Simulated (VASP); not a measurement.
# BaTiO3 (P4mm) in VASP: notebook, part 2 of 2

VASP 6.6.1. The steps go on from the part before.

**4. Relaxation of cell and atoms, PBE**

INCAR

```
SYSTEM = BaTiO3
ALGO = Normal ; EDIFF = 1E-6
EDIFFG = -0.01 ; ENCUT = 600
GGA = PE ; IBRION = 2
ISIF = 3 ; ISMEAR = 0
KPAR = 2 ; LASPH = .True.
LCHARG = .False. ; LREAL = .False.
LWAVE = .False. ; NELM = 80
NSW = 90 ; PREC = Accurate
SIGMA = 0.03
```

KPOINTS

```
k-points
0
Gamma
  8 8 8
  0 0 0
```

POSCAR

```
BaTiO3
1.0
    3.9998000000      0.0000000000      0.0000000000
    0.0000000000      3.9998000000      0.0000000000
    0.0000000000      0.0000000000      4.0180000000
Ba Ti O
1 1 3
Direct
    0.0000000000      0.0000000000      0.0000000000
    0.5000000000      0.5000000000      0.4900000000
    0.5000000000      0.5000000000      0.0190000000
    0.5000000000      0.0000000000      0.5170000000
    0.0000000000      0.5000000000      0.5170000000
```

Launch:

```
$ cat potpaw_PBE.64/Ba_sv/POTCAR potpaw_PBE.64/Ti_sv/POTCAR potpaw_PBE.64/O/POTCAR > POTCAR
$ mpirun -np 2 vasp_std > vasp.out
```

It took 6.8 min on 2 MPI ranks of AMD EPYC 9R45 (Zen 5), shared host; peak memory 0.26 GiB.

It converged, with:

- Free energy: -40.0456 eV
- Relaxed volume: 13.49 Å³/atom
- Relaxed cell: a = 3.996 Å, b = 3.996 Å, c = 4.224 Å, α = 90.00°, β = 90.00°, γ = 90.00°
- Space group after relaxing (to 0.05 Å): P4mm (No. 99)
- Energy gained by relaxing: 11.3 meV/atom
- Ionic steps: 20
- Pressure after relaxing: 0.0 GPa
- Largest force after relaxing: 0.009 eV/Å
- Band gap on the k mesh: 1.77 eV, indirect (least direct gap 2.34 eV)

Forces on the atoms (eV/Å):
```
Ba   0.000  0.000 -0.009
Ti   0.000  0.000  0.007
O    0.000  0.000 -0.008
O    0.000  0.000  0.005
O    0.000  0.000  0.005
```

The path:
| step | energy change (eV) | largest force (eV/Å) | pressure (GPa) | volume (Å³) |
| --- | --- | --- | --- | --- |
| 1 | 0.0000 | 0.2772 | 4.06 | 64.28 |
| 2 | -0.0132 | 0.4553 | -3.17 | 67.36 |
| 3 | -0.0242 | 0.3758 | -0.43 | 66.09 |
| 4 | -0.0337 | 0.2276 | -0.16 | 66.19 |
| 5 | -0.0399 | 0.1473 | 0.49 | 66.37 |
| 6 | -0.0452 | 0.1456 | 0.15 | 66.73 |
| 7 | -0.0481 | 0.1981 | -0.48 | 67.67 |
| 8 | -0.0487 | 0.1743 | -0.37 | 67.41 |
| 9 | -0.0528 | 0.1364 | -0.09 | 67.19 |
| 10 | -0.0531 | 0.1214 | 0.01 | 67.11 |
| 11 | -0.0549 | 0.0851 | 0.37 | 67.02 |
| 12 | -0.0552 | 0.0657 | 0.56 | 66.97 |
| 13 | -0.0558 | 0.0749 | -0.31 | 67.38 |
| 14 | -0.0560 | 0.0514 | -0.05 | 67.26 |
| 15 | -0.0562 | 0.0327 | -0.02 | 67.27 |
| 16 | -0.0563 | 0.0356 | 0.01 | 67.29 |
| 17 | -0.0564 | 0.0143 | 0.07 | 67.31 |
| 18 | -0.0564 | 0.0345 | 0.15 | 67.34 |
| 19 | -0.0565 | 0.0278 | 0.13 | 67.37 |
| 20 | -0.0565 | 0.0094 | -0.03 | 67.46 |

Final structure:
```
CELL_PARAMETERS angstrom
3.99624 0.00000 0.00000
0.00000 3.99624 0.00000
0.00000 0.00000 4.22448
ATOMIC_POSITIONS crystal
Ba 0.00000 0.00000 0.99076
Ti 0.50000 0.50000 0.47155
O 0.50000 0.50000 0.04188
O 0.50000 0.00000 0.51940
O 0.00000 0.50000 0.51940
```

Levels at points of the mesh, in eV from the valence-band top:
| k point | band 16 | band 17 | band 18 | band 19 | band 20 | band 21 | band 22 | band 23 | band 24 |
| --- | --- | --- | --- | --- | --- | --- | --- | --- | --- |
| (0.00, 0.00, 0.00) | -1.75 | -1.32 | -0.97 | -0.58 | -0.58 | 1.77 | 2.41 | 2.41 | 3.94 |
| (0.50, 0.00, 0.00) | -1.97 | -1.97 | -1.71 | -1.60 | -1.37 | 2.48 | 3.37 | 3.48 | 4.01 |
| (0.50, 0.50, 0.00) | -2.98 | -2.07 | -1.18 | -1.18 | -0.06 | 3.52 | 3.52 | 3.85 | 4.01 |
| (0.00, 0.00, 0.50) | -2.18 | -2.07 | -1.98 | -0.74 | -0.74 | 1.88 | 3.37 | 3.37 | 3.94 |
| (0.50, 0.00, 0.50) | -2.59 | -1.87 | -1.20 | -1.11 | -0.54 | 3.39 | 3.42 | 3.65 | 4.70 |
| (0.50, 0.50, 0.50) | -2.65 | -2.65 | -0.48 | -0.48 | 0.00 | 3.89 | 3.89 | 4.00 | 5.86 |

Caveat: spin-orbit coupling is left out, which moves the levels of the heavy elements. PBE usually gives volumes a little too large and moduli too small.

**5. Relaxation of cell and atoms, PBE**

This run uses another cell than the first one, of 13.49 Å³/atom, 1.050 times its volume.

INCAR: that of step 4 with these lines changed.

```diff
@@ -1,4 +1,4 @@
 SYSTEM = BaTiO3
-ALGO = Normal ; EDIFF = 1E-6
-EDIFFG = -0.01 ; ENCUT = 600
+ALGO = Normal ; EDIFF = 1E-7
+EDIFFG = -0.005 ; ENCUT = 600
 GGA = PE ; IBRION = 2
```

KPOINTS is that of step 4.

POSCAR

```
BaTiO3                                  
1.0
    3.9962396234      0.0000000000      0.0000000000
    0.0000000000      3.9962396234     -0.0000000000
    0.0000000000     -0.0000000000      4.2244768980
  Ba              Ti              O             
     1     1     3
Direct
     0.0000000000000000    0.0000000000000000    0.9907624793253134
     0.5000000000000000    0.5000000000000000    0.4715534292311642
     0.5000000000000000    0.5000000000000000    0.0418836320664974
     0.5000000000000000    0.0000000000000000    0.5194002296885157
     0.0000000000000000    0.5000000000000000    0.5194002296885157
```

Launch:

```
$ cat potpaw_PBE.64/Ba_sv/POTCAR potpaw_PBE.64/Ti_sv/POTCAR potpaw_PBE.64/O/POTCAR > POTCAR
$ mpirun -np 2 vasp_std > vasp.out
```

Wall time 2.1 min (2 MPI ranks of AMD EPYC 9R45 (Zen 5), shared host); peak memory 0.28 GiB.

The run converged. Its results:

```yaml
Free_energy: -40.0517 eV
Relaxed_volume: 13.48 Å³/atom
Relaxed_cell: a = 3.995 Å, b = 3.995 Å, c = 4.223 Å, α = 90.00°, β = 90.00°, γ = 90.00°
Space_group_after_relaxing_to_0.05_Å: P4mm (No. 99)
Energy_gained_by_relaxing: 0.0 meV/atom
Ionic_steps: 4
Pressure_after_relaxing: 0.0 GPa
Band_gap_on_the_k_mesh: 1.77 eV, indirect (least direct gap 2.34 eV)
```

Forces in eV/Å, atoms in the order of the input:
```
Ba   0.000  0.000 -0.002
Ti   0.000  0.000 -0.002
O    0.000  0.000  0.001
O    0.000  0.000  0.002
O    0.000  0.000  0.002
```

Stress tensor (GPa, compression positive):
```
 0.04  0.00  0.00
 0.00  0.04  0.00
 0.00  0.00 -0.05
```

Final structure:
```yaml
crystal:
  lattice:
    - [3.99517, 0.00000, 0.00000]
    - [0.00000, 3.99517, 0.00000]
    - [0.00000, 0.00000, 4.22270]
  atoms:
    - { symbol: Ba, position: [0.00000, 0.00000, 0.99059] }
    - { symbol: Ti, position: [0.50000, 0.50000, 0.47172] }
    - { symbol: O, position: [0.50000, 0.50000, 0.04169] }
    - { symbol: O, position: [0.50000, 0.00000, 0.51950] }
    - { symbol: O, position: [0.00000, 0.50000, 0.51950] }
```

Levels at points of the mesh, in eV from the valence-band top:
```
           k point  band 17  band 18  band 19  band 20  band 21  band 22  band 23  band 24
(0.00, 0.00, 0.00)    -1.32    -0.96    -0.57    -0.57     1.77     2.41     2.41     3.94
(0.50, 0.00, 0.00)    -1.97    -1.71    -1.60    -1.36     2.48     3.38     3.48     4.01
(0.50, 0.50, 0.00)    -2.06    -1.18    -1.18    -0.06     3.52     3.52     3.85     4.01
(0.00, 0.00, 0.50)    -2.07    -1.98    -0.74    -0.74     1.89     3.38     3.38     3.95
(0.50, 0.00, 0.50)    -1.87    -1.20    -1.11    -0.54     3.39     3.42     3.65     4.70
(0.50, 0.50, 0.50)    -2.65    -0.48    -0.48     0.00     3.89     3.89     4.01     5.86
```

Caveat: spin-orbit coupling is left out, which moves the levels of the heavy elements. A k mesh can miss the band edges.

**6. Relaxation of shape and atoms at fixed volume, PBE (a relaxed cell with its volume scaled by 0.94)**

INCAR

```
SYSTEM = BaTiO3
ALGO = Normal ; EDIFF = 1E-7
EDIFFG = -0.01 ; ENCUT = 600
GGA = PE ; IBRION = 2
ISIF = 4 ; ISMEAR = 0
KPAR = 2 ; LASPH = .True.
LCHARG = .False. ; LREAL = .False.
LWAVE = .False. ; NELM = 80
NSW = 40 ; PREC = Accurate
SIGMA = 0.03
```

KPOINTS is that of step 5.

POSCAR

```
BaTiO3                                  
1.0
    3.9136101409      0.0000000000      0.0000000000
    0.0000000000      3.9136101409      0.0000000000
    0.0000000000     -0.0000000000      4.1365001651
  Ba              Ti              O             
     1     1     3
Direct
     1.0000000000000000    1.0000000000000000    0.9905853847144678
     0.5000000000000000    0.5000000000000000    0.4717193836751931
     0.5000000000000000    0.5000000000000000    0.0416894780916856
     0.5000000000000000    0.0000000000000000    0.5195028767593300
     1.0000000000000000    0.5000000000000000    0.5195028767593300
```

Potentials or basis: VASP PAW PBE potentials, release 64 (Ba_sv, Ti_sv, O).

Launch:

```
$ cat potpaw_PBE.64/Ba_sv/POTCAR potpaw_PBE.64/Ti_sv/POTCAR potpaw_PBE.64/O/POTCAR > POTCAR
$ mpirun -np 2 vasp_std > vasp.out
```

It took 4 min on 2 MPI ranks of AMD EPYC 9R45 (Zen 5), shared host; peak memory 0.27 GiB.

It converged, with:

```
Free energy                  : -39.9611 eV
Energy gained by relaxing    : 9.7 meV/atom
Ionic steps                  : 9
Pressure after relaxing      : 7.3 GPa
Largest force after relaxing : 0.009 eV/Å
Band gap on the k mesh       : 1.81 eV, indirect (least direct gap 2.16 eV)
```

Forces on the atoms (eV/Å):
```
Ba   0.000  0.000  0.007
Ti   0.000  0.000 -0.009
O    0.000  0.000  0.004
O    0.000  0.000 -0.001
O    0.000  0.000 -0.001
```

The path:
```
step  energy change (eV)  largest force (eV/Å)  pressure (GPa)
   1              0.0000                0.8659           10.95
   2             -0.0220                0.1842            8.83
   3             -0.0226                0.1640            9.12
   4             -0.0385                0.1430            8.39
   5             -0.0444                0.1295            7.78
   6             -0.0473                0.0775            7.55
   7             -0.0486                0.0232            7.27
   8             -0.0486                0.0265            7.28
   9             -0.0486                0.0089            7.28
```

Final structure:
```yaml
crystal:
  lattice:
    - [3.96672, 0.00000, 0.00000]
    - [0.00000, 3.96672, 0.00000]
    - [0.00000, 0.00000, 4.02648]
  atoms:
    - { symbol: Ba, position: [0.00000, 0.00000, 0.00114] }
    - { symbol: Ti, position: [0.50000, 0.50000, 0.48660] }
    - { symbol: O, position: [0.50000, 0.50000, 0.02405] }
    - { symbol: O, position: [0.50000, 0.00000, 0.51560] }
    - { symbol: O, position: [0.00000, 0.50000, 0.51560] }
```

Levels at points of the mesh, in eV from the valence-band top:
| k point | band 18 | band 19 | band 20 | band 21 | band 22 | band 23 |
| --- | --- | --- | --- | --- | --- | --- |
| (0.00, 0.00, 0.00) | -0.40 | -0.35 | -0.35 | 1.81 | 2.09 | 2.09 |
| (0.50, 0.00, 0.00) | -1.75 | -1.06 | -0.93 | 2.23 | 3.59 | 3.63 |
| (0.50, 0.50, 0.00) | -0.99 | -0.99 | -0.08 | 3.65 | 3.65 | 4.04 |
| (0.00, 0.00, 0.50) | -1.99 | -0.72 | -0.72 | 1.97 | 3.60 | 3.60 |
| (0.50, 0.00, 0.50) | -0.96 | -0.93 | -0.24 | 3.61 | 3.61 | 3.98 |
| (0.50, 0.50, 0.50) | -0.16 | -0.16 | 0.00 | 4.24 | 4.24 | 4.28 |

Caveat: spin-orbit coupling is left out, which moves the levels of the heavy elements. A k mesh can miss the band edges.

**7. Summary**

| task | level | cell | gap on the mesh (eV) | pressure (GPa) |
| --- | --- | --- | --- | --- |
| relaxation of cell and atoms | r2SCAN | relaxed | 2.18 | 0.0 |
| relaxation of cell and atoms | PBE | relaxed | 1.77 | 0.0 |
| relaxation of shape and atoms at fixed volume | PBE | atoms relaxed at fixed volume from: a relaxed cell with its volume scaled by 0.94 | 1.81 | 7.3 |

Alike in all rows: potentials or basis VASP PAW PBE potentials, release 64 (Ba_sv, Ti_sv, O); no spin polarisation; k mesh 8 × 8 × 8; cutoff (eV) 600; smearing gaussian 0.03 eV.

Caveats: spin-orbit coupling is left out, which moves the levels of the heavy elements; the relaxation stopped at its first step, so nothing moved (some runs); the PAW data sets were made with another functional, which shifts forces and pressure a little (some runs).

Absolute energies hang on the potentials; compare differences alone.
